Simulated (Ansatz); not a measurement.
**Au under changes of volume**

One of the cells (17.651 Å³/atom); the others are scaled copies at fixed shape and fractional positions:

```
CELL_PARAMETERS angstrom
1.41131 -2.55593 0.00000
1.41131 2.55593 0.00000
0.00000 0.00000 4.89317
ATOMIC_POSITIONS crystal
Au 0.33467 0.66533 0.25000
Au 0.66533 0.33467 0.75000
```

This isn't the form of Au at room conditions, which is fcc.

* Program: Ansatz 0.2.0
* Functional: PBEsol
* Potentials or basis: all-electron LAPW, scalar-relativistic
* Cutoff: 261 eV (chosen from the basis error)
* Basis error allowed: 0.001 eV/atom
* k mesh: 11 × 11 × 6
* Occupations: fermi-dirac, width 0.05 eV
* Spin: no spin polarisation

```tsv
volume (Å³/atom)	energy over the lowest point (meV/atom)	pressure (GPa)	largest force (eV/Å)
16.592	7.03	5.3	0.043
16.945	0.00	1.2	0.035
17.298	1.21	-2.2	0.028
17.651	9.57	-5.3	0.021
18.004	?	?	?
18.357	44.07	-10.2	0.006
18.710	68.64	-12.1	0.000
```

Q: What does the run at 18.004 Å³/atom give?

A: Energy over the lowest point 24.13 meV/atom; pressure -7.9 GPa; largest force 0.014 eV/Å.

Worked out: A Birch-Murnaghan fit of order 3 (a polynomial in V^(-2/3)) to the other rows has its minimum at 17.06 Å³/atom with B0 = V·E''(V) = 172 GPa and B' = 5.8 at fixed shape and positions, which overstates the stiffness. It gives 24.14 meV/atom at 18.004 Å³/atom, against the run's 24.13, and -dE/dV = -7.9 GPa, against -7.9.

Energies are extrapolated to zero smearing.
